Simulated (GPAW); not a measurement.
**Ir: relaxation of cell and atoms with PBE+D3(BJ)**

Crystal: Ir.

```
Ir
1.0
     0.00000    1.91560    1.91560
     1.91560    0.00000    1.91560
     1.91560    1.91560    0.00000
Ir
1
Direct
  0.00000 0.00000 0.00000
```

| Quantity | Value |
| --- | --- |
| Program | GPAW 26.7.0 |
| Task | relaxation of cell and atoms |
| Functional | PBE |
| Dispersion | D3(BJ) |
| Potentials or basis | GPAW PAW data sets (gpaw-data 1.2.1) |
| Cutoff | 600 eV |
| Basis | pw |
| k mesh | 12 × 12 × 12 |
| Occupations | fermi-dirac, width 0.05 eV |
| Spin | no spin polarisation |
| Maxiter | 150 |
| Optimizer | BFGS |
| Fmax | 0.02 eV/Å |
| Max steps | 100 |
| Convergence | density=1e-05 forces=0.0001 |

```
Relaxed volume                         : 14.10 Å³/atom
Relaxed cell                           : a = 2.712 Å, b = 2.712 Å, c = 2.712 Å, α = 60.00°, β = 60.00°, γ = 60.00°
Space group after relaxing (to 0.05 Å) : Fm-3m (No. 225)
Energy gained by relaxing              : 0.2 meV/atom
Ionic steps                            : 3
Pressure after relaxing                : 0.0 GPa
Band gap on the k mesh                 : none (metal or under the smearing width)
Dispersion energy per atom             : -0.737 eV
```

Step by step:
```tsv
step	energy change (eV)	largest force (eV/Å)	pressure (GPa)	volume (Å³)
1	0.0000	0.0000	1.10	14.06
2	-0.0001	0.0000	-0.46	14.12
3	-0.0002	0.0000	0.00	14.10
```

Final structure:
```
Ir
1.0
     0.00000    1.91746    1.91746
     1.91746    0.00000    1.91746
     1.91746    1.91746    0.00000
Ir
1
Cartesian
  0.0000 0.0000 0.0000
```

Levels at points of the mesh, in eV from the Fermi level:
```csv
k point,band 4,band 5,band 6,band 7,band 8,band 9,band 10,band 11
"(0.00, 0.00, 0.00)",-11.13,-3.93,-3.93,-3.93,-1.24,-1.24,13.93,19.59
"(0.50, 0.50, 0.00)",-7.96,-7.37,0.84,1.46,1.46,1.66,10.60,11.57
"(0.50, 0.50, 0.50)",-8.12,-4.04,-4.04,-0.81,0.87,0.87,7.33,13.51
```

Wall time 18 s on 1 thread of Arm Neoverse V2, on a shared host, peak memory 0.17 GiB.

Caveat: later steps reuse the first step's grids; pairwise dispersion overbinds metals, which lowers pressure and volume. The run has no spin-orbit coupling, so splittings on Ir are missing.
